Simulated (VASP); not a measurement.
The system is AlAs.

```
Al As
1.0
     0.00000    2.84090    2.84090
     2.84090    0.00000    2.84090
     2.84090    2.84090    0.00000
Al As
1 1
Direct
  0.00000 0.00000 0.00000
  0.25000 0.25000 0.25000
```

The cell was built by a generator and needn't be a form met in nature.

Base run:

| Property | Result |
| --- | --- |
| Program | VASP 6.6.1 |
| Functional | HSE06 |
| Potentials or basis | VASP PAW PBE potentials, release 64 (Al, As) |
| Cutoff | 520 eV |
| k mesh | 6 × 6 × 6 |
| Occupations | gaussian, width 0.03 eV |
| Spin | no spin polarisation |

Its results: band gap on the k mesh 2.12 eV, indirect (least direct gap 2.85 eV); pressure -0.2 GPa.

The run is repeated on the same cell with these changes: functional from HSE06 to PBE0. What comes out?

Band gap on the k mesh 2.76 eV, indirect (least direct gap 3.48 eV); pressure -0.3 GPa.

Caveats: the PAW data sets were made with another functional, which shifts forces and pressure a little.
